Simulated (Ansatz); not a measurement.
## NaI, space group Pmma: Wannier functions of the valence bands

Program: the Ansatz DFT code, driven from Python.

`wannier_nai.py`:
```python
# -*- coding: utf-8 -*-
"""Localising the top valence bands of NaI."""

from pathlib import Path
import logging
import sys
import warnings

import ansatz as az
from pymatgen.core import Lattice, Structure
from pymatgen.io.ase import AseAtomsAdaptor
import tomllib

logging.basicConfig(stream=sys.stdout, format="%(levelname)s:%(name)s:%(message)s")
log = logging.getLogger("calc")
log.setLevel(logging.INFO)

warnings.simplefilter("ignore", az.DeckWarning)

pmg_structure = Structure(
    Lattice([[4.62221, 0.0, 0.0], [0.0, 4.2697, 0.0], [0.0, 0.0, 7.79838]]),
    ["Na", "Na", "I", "I"],
    [
        [0.25, 0.5, 0.27503],
        [0.75, 0.5, 0.72497],
        [0.25, 0.0, 0.74243],
        [0.75, 0.0, 0.25757],
    ],
)
crystal = az.Crystal.from_ase(AseAtomsAdaptor.get_atoms(pmg_structure))

calc = (
    crystal.calculation()
    .functional("LDA")
    .kpoints(4, 4, 3, center="gamma")
    .scf(tolerance=1e-08)
    .occupations("fixed")
    .wannier(mesh=(3, 3, 2), projections=[az.TrialShell("I", "p")], minimise=True)
)
outcome = calc.run(threads=1, backend="cpu", runs_dir="w90")
spreads = tomllib.loads(Path(outcome.output_folder, "results", "wannier.spreads.toml").read_text())
print("converged:", spreads["converged"], "in", spreads["n_iter"], "steps; least projectability", round(spreads["least_projectability"], 3))
print("invariant, diagonal, off-diagonal spread (A^2):", *(round(spreads[k], 4) for k in ("omega_i_ang2", "omega_d_ang2", "omega_od_ang2")))
for function in spreads["wannier"]:
    print("centre", [round(v, 3) for v in function["r"]], "spread", round(function["spread"], 4))
```

Running `python wannier_nai.py` prints:
```text
converged: True in 7 steps; least projectability 0.96
invariant, diagonal, off-diagonal spread (A^2): 12.7791 0.0001 0.0628
centre [3.467, 0.0, 2.028] spread 2.1034
centre [1.156, -0.0, 5.77] spread 2.1034
centre [1.156, 0.0, 5.779] spread 2.1451
centre [3.467, -0.0, 2.019] spread 2.1451
centre [3.467, -0.0, 2.026] spread 2.1725
centre [1.156, 0.0, 5.773] spread 2.1725
```

The structure comes from a database of computed cells and needn't be a stable or known phase. Timing: 6.8 s on 1 thread of Arm Neoverse V2, on a shared host, peak memory 0.48 GiB.

(A comment or docstring line of the script was reworded after the run, the code is as it ran; lines on the test bed's own set-up are left out of the output.)
